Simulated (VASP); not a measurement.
CdO2 under changes of volume

One of the cells (11.789 Å³/atom); the others are scaled copies at fixed shape and fractional positions:

```
Cd O
1.0
     3.37013    0.00000    0.00000
    -1.68506    2.91861    0.00000
     0.00000    0.00000    3.59560
Cd O
1 2
Cartesian
  -1.6851 2.9186 0.0000
  0.0000 1.9457 1.0248
  1.6851 0.9729 2.5708
```

The cell comes from a database or a generator and needn't be the stable form of this composition.

* Program: VASP 6.6.1
* Functional: PBEsol
* Potentials or basis: VASP PAW PBE potentials, release 64 (Cd, O)
* Cutoff: 520 eV
* k mesh: 8 × 8 × 6
* Occupations: fermi-dirac, width 0.05 eV
* Spin: no spin polarisation

```tsv
volume (Å³/atom)	energy over the lowest point (meV/atom)	pressure (GPa)	largest force (eV/Å)
11.317	9.54	6.3	0.220
11.553	2.52	3.0	0.106
11.789	0.00	0.1	0.000
12.025	1.50	-2.4	0.097
12.260	?	?	?
```

Problem. What does the run at 12.260 Å³/atom give?

Solution. Energy over the lowest point 6.58 meV/atom; pressure -4.7 GPa; largest force 0.186 eV/Å.

Worked out: A Birch-Murnaghan fit of order 2 (a polynomial in V^(-2/3)) to the other rows has its minimum at 11.82 Å³/atom with B0 = V·E''(V) = 136 GPa at fixed shape and positions, which overstates the stiffness. It gives 6.65 meV/atom at 12.260 Å³/atom, against the run's 6.58, and -dE/dV = -4.7 GPa, against -4.7.

Energies are extrapolated to zero smearing.

Caveats: the PAW data sets were made with another functional, which shifts forces and pressure a little.
